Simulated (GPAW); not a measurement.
Runs of GPAW 26.7.0 on ZnSe (Stilleite). The structure is cubic, space group F-43m (No. 216). The conventional cell has a = 5.668 Å, b = 5.668 Å, c = 5.668 Å, α = 90.00°, β = 90.00°, γ = 90.00°. Around Se (site symmetry -43m) lie 4 Zn at 2.45 Å. Around Zn (site symmetry -43m) lie 4 Se at 2.45 Å. 

| task | level | potentials or basis | spin | k mesh | cutoff (eV) | smearing | response ecut | frequency | extrapolate | qp bands | integrate gamma | mesh quality | gap on the mesh (eV) | pressure (GPa) |
| --- | --- | --- | --- | --- | --- | --- | --- | --- | --- | --- | --- | --- | --- | --- |
| band structure | PBEsol | PAW data sets generated in the run's folder for this functional, pw | off | 8 × 8 × 8 | 600 | fermi-dirac 0.05 eV | - | - | - | - | - | not flagged | 1.18 | -1.2 |
| band structure | PBEsol | PAW data sets generated in the run's folder for this functional, pw | SOC, no magnetisation | 8 × 8 × 8 | 600 | fermi-dirac 0.05 eV | - | - | - | - | - | not flagged | 1.04 | -1.2 |
| one-shot levels of the hybrid HSE06 | LDA | the program's PAW data sets (release 1.2.1) made for this functional, pw | off | 5 × 5 × 5 | 500 | fermi-dirac 0.05 eV | - | - | - | - | - | coarse | 1.04 | -3.7 |
| band structure | revPBE | the program's PAW data sets (release 1.2.1) made for this functional, pw | SOC, no magnetisation | 7 × 7 × 7 | 600 | fermi-dirac 0.05 eV | - | - | - | - | - | not flagged | (a) | 3.9 |

Alike in all rows: cell as given.

Estimate the missing entries.

(a) 1.29.

Caveats: spin-orbit coupling was added after a scalar SCF, so levels and gaps hold it while energy, forces, pressure and moments don't (some runs); this program's spin-orbit splittings come out too wide for heavy elements (some runs); the cutoff is short for stress and forces, so pressures can be off by a GPa or more (some runs); energy and the plain gap are those of the semilocal run (some runs); the hybrids' values are one shot on its orbitals and mesh (some runs).

A k mesh can miss the band edges, and rows without SOC leave out spin-orbit coupling on Se.

Runs at the PBE level aren't shown here.
